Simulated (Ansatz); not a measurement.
BaF2:
```cif
data_BaF2
_chemical_formula_sum 'Ba1 F2'
_space_group_name_H-M_alt 'P 1'
_space_group_IT_number 1
_cell_length_a 4.27434
_cell_length_b 4.27434
_cell_length_c 4.27434
_cell_angle_alpha 60.000
_cell_angle_beta 60.000
_cell_angle_gamma 60.000
loop_
_space_group_symop_operation_xyz
  'x, y, z'
loop_
_atom_site_label
_atom_site_type_symbol
_atom_site_fract_x
_atom_site_fract_y
_atom_site_fract_z
_atom_site_occupancy
Ba1 Ba 0.00000 0.00000 0.00000 1
F1 F 0.25000 0.25000 0.25000 1
F2 F 0.75000 0.75000 0.75000 1
```

Relaxed with LDA.

Task: Give the optical modes at the zone centre with their infrared and Raman activity from DFPT, DFT-LDA in the program Ansatz with PAW potentials.

Result: Transverse frequencies, without the LO–TO term; a row sums one degenerate level.

```json
[
 {"ω (cm⁻¹)": "200", "degeneracy": "3", "IR ((D/Å)²/amu)": "16.21", "Raman (Å⁴/amu)": "0", "activity": "IR", "symmetry": "T1u"},
 {"ω (cm⁻¹)": "255", "degeneracy": "3", "IR ((D/Å)²/amu)": "0.00", "Raman (Å⁴/amu)": "7.3", "activity": "Raman", "symmetry": "T2g"}
]
```

Task: How high does the top mode go among those that the LO–TO term moves?

Result: 353 cm⁻¹ for q along x.

Space group Fm-3m (fluorite). Symmetry was held in the LDA relaxation; phonons on a q-mesh show no instability. Spin–orbit coupling is left out wherever it is not named.

Potentials: the later of the program's two PAW sets.
